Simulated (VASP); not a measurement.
Energy against volume of InN (zinc blende). Method: SCAN meta-GGA, VASP's PBE PAW potentials (set 64) (plane waves; VASP 6.6.1).

```csv
V (Å³/atom),E (eV/atom)
14.629,-21.35117
15.096,-21.37417
15.563,-21.38255
16.030,-21.37831
16.497,-21.36340
```

Question: Fit a third-order Birch-Murnaghan equation of state.

Answer: 
```
Property                                         Result
---------------------------------------  --------------
volume per atom                          15.63 Å^3/atom
bulk modulus                                    141 GPa
pressure derivative of the bulk modulus            4.23
lattice constant a                             500.0 pm
```

The compound is InN in the zinc blende structure, a metastable form; wurtzite is the usual one. It was relaxed first.
